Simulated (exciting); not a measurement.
## Hg: single point with PBE

Crystal: Hg.

```
Hg
1.0
    -1.91296    1.85608    1.92149
     1.87501   -1.89581    1.92322
     1.89161    1.87446   -1.96038
Hg
1
Direct
  0.49875 0.49348 0.99515
```

The cell isn't the ideal one: cell strained at random at fixed volume.

| Property | Result |
| --- | --- |
| Program | exciting (release sodium) |
| Task | single point |
| Functional | PBE |
| Potentials or basis | all-electron LAPW+lo, shipped species files, valence relativity iora* |
| rgkmax | 9 |
| k mesh | 10 × 10 × 10 |
| Occupations | fermi-dirac, width 0.05 eV |
| Spin | no spin polarisation |
| gmaxvr (cutoff of density and potential) | 14 1/bohr |
| lmaxapw (and lmaxmat) | 10 |
| lmaxvr | 8 |
| nempty | 8 |
| Valence relativity | iora* |
| epsengy | 1e-05 Ha |
| epspot | 1e-05 Ha |
| maxscl | 60 |
| Muffin-tin radii | Hg 2.3 bohr |

| Quantity | Value |
| --- | --- |
| Band gap on the k mesh | none (metal or under the smearing width) |
| All electrons inside the program's atomic spheres | Hg 77.63 (radii Hg 2.3 bohr) |

Levels at points of the mesh, in eV from the Fermi level:
| k point | band 7 | band 8 | band 9 | band 10 | band 11 | band 12 |
| --- | --- | --- | --- | --- | --- | --- |
| (0.00, 0.00, 0.00) | -6.60 | -6.01 | -5.95 | 13.70 | 13.87 | 14.35 |
| (0.50, 0.00, 0.00) | -5.97 | -5.46 | -1.35 | -0.73 | 8.62 | 9.58 |
| (0.00, 0.50, 0.00) | -5.99 | -5.47 | -1.42 | -0.77 | 8.77 | 9.75 |
| (0.50, 0.50, 0.00) | -5.92 | -5.49 | -1.49 | -0.77 | 8.36 | 9.55 |
| (0.00, 0.00, 0.50) | -5.95 | -5.47 | -1.30 | -0.69 | 8.38 | 9.27 |
| (0.50, 0.00, 0.50) | -5.94 | -5.52 | -1.73 | -0.90 | 8.94 | 10.01 |
| (0.00, 0.50, 0.50) | -5.92 | -5.52 | -1.68 | -0.87 | 8.80 | 9.85 |
| (0.50, 0.50, 0.50) | -5.62 | -5.54 | 2.30 | 3.45 | 3.89 | 4.10 |

Wall time 6.7 min on 1 thread of Arm Neoverse V1 (shared host), peak memory 0.12 GiB.

Caveat: the log's total energy holds no entropy term; the free energy is that total less TS from the occupations. The run has no spin-orbit coupling, so splittings on Hg are missing.
